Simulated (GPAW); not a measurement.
Runs of GPAW 26.7.0 on BeTe. The structure is cubic, space group F-43m (No. 216). Conventional cell: a = 5.540 Å, b = 5.540 Å, c = 5.540 Å, α = 90.00°, β = 90.00°, γ = 90.00°. Te (site symmetry -43m) has 4 Be at 2.40 Å as nearest neighbours. Be (site symmetry -43m) has 4 Te at 2.40 Å as nearest neighbours. 

```tsv
task	level	potentials or basis	spin	cell	k mesh	optimizer	fmax	max steps	convergence	band path	gap on the mesh (eV)	pressure (GPa)	relaxed volume (Å³/atom)
relaxation of cell and atoms	RPBE	the program's PAW data sets (release 1.2.1) made for this functional, pw	off	relaxed	8 × 8 × 8	LBFGS	0.02 eV/Å	60	density=1e-05 forces=0.0001	-	(b)	0.0	(c)
band structure	PBEsol	PAW data sets generated in the run's folder for this functional, pw	off	as given	8 × 8 × 8	-	-	-	-	GXWKGLUWLK,UX	1.75	2.1	-
band structure	r2SCAN	GPAW PAW data sets (gpaw-data 1.2.1), pw	SOC, no magnetisation	as given	6 × 6 × 6	-	-	-	-	GXWKGLUWLK,UX	1.88	4.4	-
relaxation of cell and atoms	PBEsol	PAW data sets generated in the run's folder for this functional, pw	off	relaxed	8 × 8 × 8	FIRE	0.02 eV/Å	100	density=1e-05 forces=0.0001	-	1.84	-0.1	22.00
band structure	LDA	the program's PAW data sets (release 1.2.1) made for this functional, pw	off	as given	8 × 8 × 8	-	-	-	-	GXWKGLUWLK,UX	1.77	(a)	-
```

Alike in all rows: cutoff (eV) 800; smearing fermi-dirac 0.05 eV.

Task: Fill in the values left out.

Result: (a) 0.6; (b) 2.19; (c) 23.39.

Caveats: spin-orbit coupling is left out, which moves the levels of the heavy elements (some runs); later steps reuse the first step's grids (some runs); the volume moved by +10 % from the deposited cell, more than functionals usually miss (some runs); spin-orbit coupling was added after a scalar SCF, so levels and gaps hold it while energy, forces, pressure and moments don't (some runs); this program's spin-orbit splittings come out too wide for heavy elements (some runs); the PAW data sets were made with another functional, which shifts forces and pressure a little (some runs).

A k mesh can miss the band edges, and rows without SOC leave out spin-orbit coupling on Te.

Runs at the PBE level aren't shown here.
